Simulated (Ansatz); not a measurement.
`FC(F)F` + CH₃OH → `COC(F)F` + H–F  (substitution at a C–F bond)

Gas-phase electronic energies from Ansatz, PBE0-D4/def2-TZVP geometries. CBS: MP2 limit from def2 TZ/QZ plus the TZ coupled-cluster correction, frozen cores. This one scheme is used for every species. Functionals use def2-TZVPP. HSE06 is defined as in plane-wave codes. Each species was taken in one conformer, which may not be the lowest.

(1) Is it downhill or uphill in electronic energy at CCSD(T)/CBS, and by how much? (Estimate.)

(2) What do these levels give: PBE0-D4, r2SCANh-D4, HSE06-D4, r2SCAN0, MP2/def2-QZVPP, CCSD/CBS(def2)? (An estimate is asked.)

Largest T1 diagnostic among the species: 0.012.

Results:

(1) The calculation gave: Downhill: ΔE = -16.8 kJ/mol.

(2) The calculation gave: PBE0-D4 -10.4, r2SCANh-D4 -9.3, HSE06-D4 -10.1, r2SCAN0 -8.9, MP2/def2-QZVPP -19.0, CCSD/CBS(def2) -15.0 kJ/mol.

In def2-TZVPP, CCSD(T) changes the Hartree–Fock value by −13.2 kJ/mol (the triples alone add −1.8 kJ/mol) and MP2 by −16.7 kJ/mol. At CCSD(T), def2-SVP lies +11.3 kJ/mol from the extrapolated value and def2-TZVPP +2.9 kJ/mol. From BLYP to BHLYP (50 % exact exchange), in def2-TZVPP and without D4, ΔE moves by −3.7 kJ/mol.
